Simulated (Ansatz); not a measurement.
## Hf: relaxation of cell and atoms with PBE

The system is Hf.

```
CELL_PARAMETERS angstrom
0.00000 2.22000 2.22000
2.22000 0.00000 2.22000
2.22000 2.22000 0.00000
ATOMIC_POSITIONS crystal
Hf 0.00000 0.00000 0.00000
```

This isn't the form of Hf at room conditions, which is hcp.

```
Program             : Ansatz 0.2.0
Task                : relaxation of cell and atoms
Functional          : PBE
Potentials or basis : Ansatz PAW
Cutoff              : 420 eV (not typed: the program's choice for these potentials)
k mesh              : 10 × 10 × 10
Occupations         : fermi-dirac, width 0.05 eV
Spin                : no spin polarisation
```

```yaml
Relaxed_volume: 22.52 Å³/atom
Relaxed_cell: a = 3.170 Å, b = 3.170 Å, c = 3.170 Å, α = 60.00°, β = 60.00°, γ = 60.00°
Space_group_after_relaxing_to_0.05_Å: Fm-3m (No. 225)
Energy_gained_by_relaxing: 5.9 meV/atom
Ionic_steps: 4
Pressure_after_relaxing: 0.0 GPa
Band_gap_on_the_k_mesh: none (metal or under the smearing width)
```

The path:
```csv
step,energy change (eV),largest force (eV/Å),volume (Å³)
1,0.0000,0.0000,21.88
2,-0.0057,0.0000,22.55
3,-0.0057,0.0000,22.52
4,-0.0059,0.0000,22.52
```

Final structure:
```yaml
crystal:
  lattice:
    - [0.00000, 2.24123, 2.24123]
    - [2.24123, 0.00000, 2.24123]
    - [2.24123, 2.24123, 0.00000]
  atoms:
    - { symbol: Hf, position: [0.00000, 0.00000, 0.00000] }
```

Levels at points of the mesh, in eV from the Fermi level:
```tsv
k point	band 9	band 10	band 11	band 12	band 13	band 14	band 15	band 16	band 17
(0.00, 0.00, 0.00)	-11.61	-11.61	-11.61	-7.19	1.39	1.39	1.39	4.16	4.16
(0.00, 0.00, -0.50)	-11.63	-11.63	-11.61	-3.62	0.55	1.17	1.17	6.26	6.26
(0.00, -0.50, -0.50)	-11.64	-11.64	-11.62	-3.24	-2.12	2.48	6.27	6.87	6.87
```

It took 4 s on 2 threads of Arm Neoverse V1, with other jobs on the host, peak memory 0.3 GiB.

Caveat: the plane-wave basis is chosen anew once the cell has moved, so the energies of steps on either side of that aren't comparable. The run has no spin-orbit coupling, so splittings on Hf are missing.
